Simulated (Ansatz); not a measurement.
**Vibrations of AlP (F-43m) by finite displacements**

```yaml
crystal:
  lattice:
    - [0.00000, 2.73513, 2.73513]
    - [2.73513, 0.00000, 2.73513]
    - [2.73513, 2.73513, 0.00000]
  atoms:
    - { symbol: Al, position: [0.00000, 0.00000, 0.00000] }
    - { symbol: P, position: [0.75000, 0.75000, 0.75000] }
```

Conventional cell: a = 5.470 Å, b = 5.470 Å, c = 5.470 Å, α = 90.00°, β = 90.00°, γ = 90.00°. Around Al (atom 1) lie 4 P at 2.37 Å. Around P (atom 2) lie 4 Al at 2.37 Å.

Level of theory, where no other is named: PBEsol, all-electron LAPW in Ansatz 0.2.0, scalar-relativistic. k mesh 8×8×8, fixed occupations, basis error target 0.5 meV/atom. The cell was relaxed by PAW under this functional.

Atoms are displaced by 0.01 Å in the smallest supercells that hold the wave vectors of a 2×2×2 mesh. Negative values stand for unstable modes. The zone centre has no LO-TO term.

Q: What are the phonon energies at the solved wave vectors, in cm⁻¹?

A: 

```csv
q,point,modes (cm⁻¹)
0.000 0.000 0.000,Gamma,433.9 (×3)
0.500 0.000 0.000,L,"101.4 (×2), 331.5, 397.2, 421.2 (×2)"
0.500 0.500 0.000,X,"136.6 (×2), 348.9, 407.0, 407.4 (×2)"
```

Q: Is the structure dynamically stable at these wave vectors?

A: Yes, no mode is unstable there; wave vectors off this mesh aren't tested.

Q: How do the optical zone-centre modes decompose, and which are active?

A: Point group -43m: Γ_opt = T2.

```
label   cm⁻¹      activity     mostly
   T2  433.9  IR and Raman  Al (53 %)
```

Q: How well do frozen-core PAW files reproduce these all-electron values?

A: With a cutoff of 420 eV and displacements of 0.0025 Å, the r.m.s. difference over the modes is 0.4 cm⁻¹; the largest difference is 407.7 (PAW) against 407.0 cm⁻¹ (LAPW).

Q: The cell is scaled evenly to 40.104 and 41.741 Å³ (from 40.923), with free atoms relaxed and the shape held. What are the mode Grüneisen parameters γ = −d ln ω/d ln V?

A: For the highest mode, 444.6 cm⁻¹ in the small cell and 423.7 in the large one give γ ≈ 1.20. From the change of the dynamical matrix on each mode:

```tsv
point	cm⁻¹	γ
Gamma	433.9	1.21
L	101.4	-1.73
L	331.5	0.45
L	397.2	1.47
L	421.2	1.43
X	136.6	-1.80
X	348.9	1.09
X	407.0	0.92
X	407.4	1.67
```

Weighted by the modes' heat capacities at 300 K, the mean on this mesh is 0.13; it moves with the q mesh, and a coarse one overweights the zone boundary. Rows under −0.05 (2 here) are modes that soften under compression and pull towards negative thermal expansion.

Q: Linear response on PAW files adds the field. What are the dielectric tensor, the Born charges and the LO shift?

A: ε∞ = (8.30, 8.30, 8.30) along x, y, z with local fields. Born charges (xx, yy, zz): Al1 (2.23, 2.23, 2.23); P2 (-2.23, -2.23, -2.23). The highest zone-centre mode lies at 434.2 cm⁻¹ without the macroscopic field and at 488.5 cm⁻¹ with it, for q along x. Lyddane-Sachs-Teller then gives ε₀ = ε∞ (ω_LO/ω_TO)² = 10.51. With the ions free to follow the field, the program's ε₀ is (10.51, 10.51, 10.51).

Known limits: the frozen-core PAW files of the compared runs were fitted under PBE, their cores solved anew for this functional; field response not resolved by the mesh; semilocal gaps are low, and ε∞ tends to come out large.
